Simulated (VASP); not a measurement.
# Si in VASP: notebook, part 2 of 2

VASP 6.6.1.

## 3. Work function, LDA

File INCAR:

```
ALGO = Fast ; DIPOL = 0.5 0.5 0.500
EDIFF = 1E-6 ; ENCUT = 520
GGA = CA ; IDIPOL = 3
ISIF = 2 ; ISMEAR = 0
KPAR = 4 ; LASPH = True
LCHARG = True ; LDIPOL = True
LREAL = False ; LVACPOTAV = True
LVHAR = True ; LWAVE = False
NELM = 80 ; PREC = Accurate
SIGMA = 0.03
```

File KPOINTS:

```
k-points
0
Gamma
  4 7 1
```

File POSCAR:

```
Si                                      
1.0
    7.6410241800      0.0000000000      0.0000000000
    0.0000000000      3.8205120900      0.0000000000
    0.0000000000      0.0000000000     24.0552850000
  Si            
    16
Direct
     0.8589498262449645    0.0000000039142969    0.3316041351615358
     0.5796724076783034    0.0000000038589747    0.2985398688005171
     0.5279969460846928    0.4999999980907908    0.3544867615373490
     0.9988559245007120    0.5000000006532557    0.3627856241291112
     0.2724208614341306    0.5000000025672829    0.4092563739835199
     0.7456087692652595    0.4999999982627359    0.4227020540975914
     0.7553487308756229    0.0000000011431218    0.4778174954223439
     0.2716319227209121    0.0000000015558984    0.4667092909449914
     0.5029808883949869    0.0000000025274902    0.5330027285409401
     0.0232112169786245    0.9999999949596740    0.5230081264392393
     0.0121622917350007    0.4999999960550356    0.5779106238532058
     0.5078772765687765    0.5000000015439091    0.5902964348895341
     0.7757158359797532    0.4999999918520551    0.6401223057679054
     0.2489080748128606    0.4999999975595719    0.6436847606586887
     0.1024656650194954    0.0000000005335541    0.6708627775904991
     0.8161933617059033    0.0000000049223536    0.6972106381830279
```

Potentials or basis: VASP PAW LDA potentials, release 64 (Si).

Command:

```sh
$ cat potpaw_LDA.64/Si/POTCAR > POTCAR
$ mpirun -np 4 vasp_std > vasp.out
```

OUTCAR:

```text
EDIFF = 1E-6
   ENCUT = 520
   GGA = CA
   ISIF = 2
   ISMEAR = 0
   LASPH = True
   LREAL = False
   NELM = 80
   PREC = Accurate

 ion  position               nearest neighbor table
   1  0.859  0.000  0.332-   2 2.28   4 2.31   4 2.31   6 3.03   6 3.03
   2  0.580  0.000  0.299-   1 2.28   3 2.37   3 2.37
   3  0.528  0.500  0.354-   6 2.34   5 2.36   2 2.37   2 2.37
   4  0.999  0.500  0.363-   1 2.31   1 2.31   5 2.37   6 2.41
   5  0.272  0.500  0.409-   3 2.36   8 2.36   8 2.36   4 2.37
   6  0.746  0.500  0.423-   7 2.33   7 2.33   3 2.34   4 2.41   1 3.03   1 3.03
   7  0.755  0.000  0.478-  10 2.32   6 2.33   6 2.33   9 2.34
   8  0.272  0.000  0.467-  10 2.33   5 2.36   5 2.36   9 2.38
   9  0.503  0.000  0.533-   7 2.34  12 2.36  12 2.36   8 2.38
  10  0.023  1.000  0.523-   7 2.32  11 2.32  11 2.32   8 2.33
  11  0.012  0.500  0.578-  10 2.32  10 2.32  13 2.35  14 2.40  15 3.02  15 3.02
  12  0.508  0.500  0.590-   9 2.36   9 2.36  14 2.36  13 2.37
  13  0.776  0.500  0.640-  11 2.35  12 2.37  16 2.37  16 2.37
  14  0.249  0.500  0.644-  15 2.31  15 2.31  12 2.36  11 2.40
  15  0.102  0.000  0.671-  16 2.28  14 2.31  14 2.31  11 3.02  11 3.02
  16  0.816  0.000  0.697-  15 2.28  13 2.37  13 2.37

  LATTYP: Found a simple orthorhombic cell.
[... 218 lines left out ...]
      4     -10.0747      2.00000
      5      -9.9480      2.00000
      6      -9.3687      2.00000
[... 517 lines left out ...]
     40       2.2443      0.00000
     41       2.3463      0.00000

------------------------ aborting loop because EDIFF is reached ----------------------------------------

  FORCE on cell =-STRESS in cart. coord.  units (eV):
  Direction    XX          YY          ZZ          XY          YZ          ZX
  --------------------------------------------------------------------------------------
  -------------------------------------------------------------------------------------
  Total       -4.7999401      0.7511553     -0.0760725      0.0000000      0.0000000     -0.1041210
  in kB      -10.9512261      1.7137863     -0.1735620      0.0000000      0.0000000     -0.2375555
  external PRESSURE =      -3.1370006 kB  Pullay stress =       0.0000000 kB

 VOLUME and BASIS-vectors are now :
 -----------------------------------------------------------------------------
  energy-cutoff  :      520.00
  volume of cell :      702.24
      direct lattice vectors                 reciprocal lattice vectors
     7.641024180  0.000000000  0.000000000     0.130872508  0.000000000  0.000000000
     0.000000000  3.820512090  0.000000000     0.000000000  0.261745016  0.000000000
     0.000000000  0.000000000 24.055285000     0.000000000  0.000000000  0.041570906

 POSITION                                       TOTAL-FORCE (eV/Angst)
 -----------------------------------------------------------------------------------
      6.56326      0.00000      7.97683        -0.003648      0.000000      0.000737
      4.42929      0.00000      7.18146         0.000637      0.000000      0.000821
      4.03444      1.91026      8.52728         0.006310      0.000000      0.001274
      7.63228      1.91026      8.72691         0.007034      0.000000      0.005405
      2.08157      1.91026      9.84478         0.006505      0.000000     -0.000021
      5.69721      1.91026     10.16822         0.008344      0.000000      0.000090
[... 8 lines left out ...]
      0.78294      0.00000     16.13780         0.000688      0.000000      0.001288
      6.23655      0.00000     16.77160        -0.000365      0.000000     -0.001465
 -----------------------------------------------------------------------------------
    total drift:                               -0.000099      0.000000     -0.000092

  FREE ENERGIE OF THE ION-ELECTRON SYSTEM (eV)
  ---------------------------------------------------
  free  energy   TOTEN  =       -90.0582721669 eV

  energy  without entropy=      -90.0582721669  energy(sigma->0) =      -90.05827217

 vacuum level on the upper side and lower side of the slab         4.978         4.972
```

OSZICAR:

```text
N       E                     dE             d eps       ncg     rms          rms(c)
DAV:   1     0.311587910708E+03    0.31159E+03   -0.21352E+04   984   0.116E+03
DAV:   2    -0.616810891810E+02   -0.37327E+03   -0.36190E+03  1355   0.201E+02
DAV:   3    -0.916072376170E+02   -0.29926E+02   -0.29389E+02  1165   0.573E+01
DAV:   4    -0.929741192715E+02   -0.13669E+01   -0.13608E+01  1488   0.141E+01
[... 24 lines left out ...]
RMM:  29    -0.900582581284E+02   -0.17203E-04   -0.67628E-06  1006   0.630E-03    0.344E-03
RMM:  30    -0.900582670034E+02   -0.88749E-05   -0.12171E-06   698   0.399E-03    0.167E-03
RMM:  31    -0.900582703161E+02   -0.33128E-05   -0.61895E-07   661   0.260E-03    0.210E-03
RMM:  32    -0.900582718412E+02   -0.15251E-05   -0.42292E-07   628   0.191E-03    0.372E-04
RMM:  33    -0.900582721669E+02   -0.32566E-06   -0.25698E-07   513   0.153E-03
   1 F= -.90058272E+02 E0= -.90058272E+02  d E =-.646598E-13
```

stdout:

```text
POSCAR found type information on POSCAR Si
 POSCAR found :  1 types and      16 ions
 scaLAPACK will be used
 LDA part: xc-table for (Slater(with rela. corr.)+CA(PZ))
 , standard interpolation
 POSCAR, INCAR and KPOINTS ok, starting setup
 FFT: planning ... GRIDC
 FFT: planning ... GRID_SOFT
 FFT: planning ... GRID
 WAVECAR not read
 entering main loop
 -----------------------------------------------------------------------------
|                                                                             |
|           W    W    AA    RRRRR   N    N  II  N    N   GGGG   !!!           |
|           W    W   A  A   R    R  NN   N  II  NN   N  G    G  !!!           |
|           W    W  A    A  R    R  N N  N  II  N N  N  G       !!!           |
|           W WW W  AAAAAA  RRRRR   N  N N  II  N  N N  G  GGG   !            |
|           WW  WW  A    A  R   R   N   NN  II  N   NN  G    G                |
|           W    W  A    A  R    R  N    N  II  N    N   GGGG   !!!           |
|                                                                             |
|     Did not find any points to average over, which means that no vacuum     |
|     field-free region was found. Please increase the size of  your cell     |
|     in the dimension of the dipole correction to obtain accurate            |
|     workfunction values.                                                    |
|                                                                             |
 -----------------------------------------------------------------------------
```

Run time: 4.1 min. Hardware: 4 MPI ranks of Intel Xeon 6975P-C (Granite Rapids), shared host; peak memory 0.59 GiB.

What came out:

```yaml
Free_energy: -90.0583 eV
Largest_force: 0.009 eV/Å
Band_gap_on_the_k_mesh: 0.30 eV, indirect (least direct gap 0.63 eV)
Ionisation_potential_of_the_upper_face: 5.15 eV
```

Forces in eV/Å, atoms in the order of the input:
```
Si  -0.004  0.000  0.001
Si   0.001  0.000  0.001
Si   0.006  0.000  0.001
Si   0.007  0.000  0.005
Si   0.007  0.000  0.000
Si   0.008  0.000  0.000
Si  -0.003  0.000 -0.004
Si   0.000  0.000 -0.001
Si  -0.004  0.000 -0.004
Si  -0.004  0.000  0.005
Si  -0.004  0.000 -0.001
Si  -0.006  0.000  0.000
Si  -0.001  0.000  0.000
Si  -0.004  0.000 -0.003
Si   0.001  0.000  0.001
Si   0.000  0.000 -0.001
```

As with any semilocal functional, this LDA gap is likely too small.
